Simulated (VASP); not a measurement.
BiTe: relaxation of cell and atoms with PBE

The system is BiTe.

```
Bi Te
1.0
     0.00000    3.23500    3.23500
     3.23500    0.00000    3.23500
     3.23500    3.23500    0.00000
Bi Te
1 1
Direct
  0.00000 0.00000 0.00000
  0.50000 0.50000 0.50000
```

```json
{
 "Program": "VASP 6.6.1",
 "Task": "relaxation of cell and atoms",
 "Functional": "PBE",
 "Potentials or basis": "VASP PAW PBE potentials, release 64 (Bi_d, Te)",
 "Cutoff": "600 eV",
 "k mesh": "7 × 7 × 7",
 "Occupations": "fermi-dirac, width 0.05 eV",
 "Spin": "no spin polarisation",
 "Target pressure": "5 GPa",
 "Further INCAR settings": "ALGO = Normal; EDIFF = 1e-06; IBRION = 2; EDIFFG = -0.01; NSW = 60; ISIF = 3"
}
```

The relaxed volume is 31.60 Å³/atom. The relaxed cell is a = 4.471 Å, b = 4.471 Å, c = 4.471 Å, α = 60.00°, β = 60.00°, γ = 60.00°, the space group after relaxing (to 0.05 Å) is Fm-3m (No. 225) and the energy change on relaxing (the enthalpy is what falls) is +39.5 meV/atom. The ionic steps are 3. The pressure after relaxing is 5.0 GPa and the band gap on the k mesh is none (metal or under the smearing width).

Step by step:
| step | energy change (eV) | largest force (eV/Å) | pressure (GPa) | volume (Å³) |
| --- | --- | --- | --- | --- |
| 1 | 0.0000 | 0.0000 | 0.89 | 67.71 |
| 2 | 0.2411 | 0.0000 | 9.50 | 59.55 |
| 3 | 0.0791 | 0.0000 | 4.96 | 63.19 |

Final structure:
```
Bi Te
1.0
     0.00000    3.16139    3.16139
     3.16139    0.00000    3.16139
     3.16139    3.16139    0.00000
Bi Te
1 1
Direct
  0.00000 0.00000 0.00000
  0.50000 0.50000 0.50000
```

Levels at points of the mesh, in eV from the Fermi level:
```tsv
k point	band 8	band 9	band 10	band 11	band 12	band 13
(0.00, 0.00, 0.00)	-2.79	-2.79	-2.79	2.24	2.24	2.24
```

Wall time 72 s on 1 thread of AMD EPYC 7R43 64-Core Processor (Zen 3) (shared host), peak memory 0.21 GiB.

Caveat: the cell is relaxed towards a set pressure, so the enthalpy falls and the energy may rise; spin-orbit coupling is left out, which moves the levels of the heavy elements.
